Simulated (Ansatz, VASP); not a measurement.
# Two plane-wave programs on Y

```xyz
1
Lattice="0.0000 2.5520 2.5520 2.5520 0.0000 2.5520 2.5520 2.5520 0.0000" Properties=species:S:1:pos:R:3 pbc="T T T"
Y     0.0000    0.0000    0.0000
```

This isn't the form of Y at room conditions, which is hcp.

Alike in both runs: task single point; functional HSEsol; k mesh 5 × 5 × 5; occupations methfessel-paxton of order 1, width 0.1 eV; no spin polarisation.

```csv
,VASP,Ansatz
version,VASP 6.6.1,Ansatz 0.2.0
potentials or method,"VASP PAW PBE potentials, release 64 (Y_sv)",Ansatz PAW
plane-wave cutoff (eV),500,420
valence electrons in the cell,11,11
```

VASP gave:

```
gap on the k mesh at the Fermi level (eV) : none
pressure (GPa)                            : -0.2
```

Task: What did Ansatz give for the same quantities?

Result: gap on the k mesh at the Fermi level (eV): none; pressure (GPa): 0.0.

A gap of «none» marks a metal or a gap that the smearing closes. The functional is the same, so the differences come from potentials, cutoffs and numerics.

Caveats: the k mesh is coarse (spacing up to 0.43 Å⁻¹), so the values aren't converged, least of all with exact exchange; the PAW data sets were made with another functional, which shifts forces and pressure a little (VASP); the PAW data sets come from PBE, with cores solved anew for the run's functional, which leaves a small shift of forces and pressure (Ansatz); the thresholds are loose for stress (Ansatz).
